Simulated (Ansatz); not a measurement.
MgO, space group P6_3mc, an equation of state with a fit

Computed with Ansatz 0.2.0, Python API.

Run as a notebook:

```python
import ansatz
from ase.eos import EquationOfState
from ase.units import GPa
import numpy as np
```

```python
VECTORS = np.array([
    [3.307787, 0.0, 0.0],
    [-1.653893, 2.864628, 0.0],
    [0.0, 0.0, 4.982882],
])
SITES = [
    ("Mg", (1 / 3, 2 / 3, 0.00216)),
    ("Mg", (2 / 3, 1 / 3, 0.50216)),
    ("O", (1 / 3, 2 / 3, 0.40244)),
    ("O", (2 / 3, 1 / 3, 0.90244)),
]
```

```python
def on_lattice(cell):
    crystal = ansatz.Crystal(lattice=ansatz.Lattice.of(cell))
    for symbol, position in SITES:
        crystal = crystal.atom(symbol, position)
    return crystal
```

```python
# scale the volume, keep shape and fractions
volumes, energies = [], []
for scale in np.linspace(0.95, 1.07, 5):
    cell = VECTORS * scale ** (1 / 3)
    job = (
        on_lattice(cell).calculation()
        .functional("r2SCAN")
        .occupations(ansatz.OccupationsMethod.FIXED)
        .mixing("broyden", ndim=12, beta=0.6)
        .scf(tolerance=1e-05)
        .basis(600)  # cutoff of the orbital basis
        .kpoints(7, 7, 4)  # sampling of the Brillouin zone
    )
    r = job.run(threads=1, pin="off").report
    volumes.append(abs(np.linalg.det(cell)) / len(SITES))
    energies.append(r["free_energy_ev"] / len(SITES))
    print(f"V = {volumes[-1]:8.4f} A^3/atom  F = {energies[-1]:.5f} eV/atom")
```

    V =  11.2137 A^3/atom  F = -1249.04469 eV/atom
    V =  11.5678 A^3/atom  F = -1249.05403 eV/atom
    V =  11.9220 A^3/atom  F = -1249.05420 eV/atom
    V =  12.2761 A^3/atom  F = -1249.04649 eV/atom
    V =  12.6302 A^3/atom  F = -1249.03199 eV/atom

```python
eos = EquationOfState(volumes, energies, eos="sj")
v0, e0, bulk = eos.fit()
print(f"V0 = {v0:.4f} A^3/atom, E0 = {e0:.5f} eV/atom, B = {bulk / GPa:.1f} GPa")
```

    V0 = 11.7499 A^3/atom, E0 = -1249.05518 eV/atom, B = 127.1 GPa

A third-order Birch-Murnaghan fit through the 5 points has its minimum at 11.75 Å³ an atom, 0.5 % below the typed cell, with a bulk modulus of 127 GPa and dB/dP = 4.0. From that minimum the energy rises by 10.5 meV an atom on the compressed side and 23.2 meV on the expanded side.

What to keep in mind:
- The settings weren't tested for convergence.
- Shape and fractional positions are held along the curve, so the bulk modulus is an upper value where they are free to relax.
- The structure comes from a database of computed cells and needn't be a stable or known phase.
- Run time: 23 s on 1 thread of Arm Neoverse V2 (shared host), peak memory 0.5 GiB.
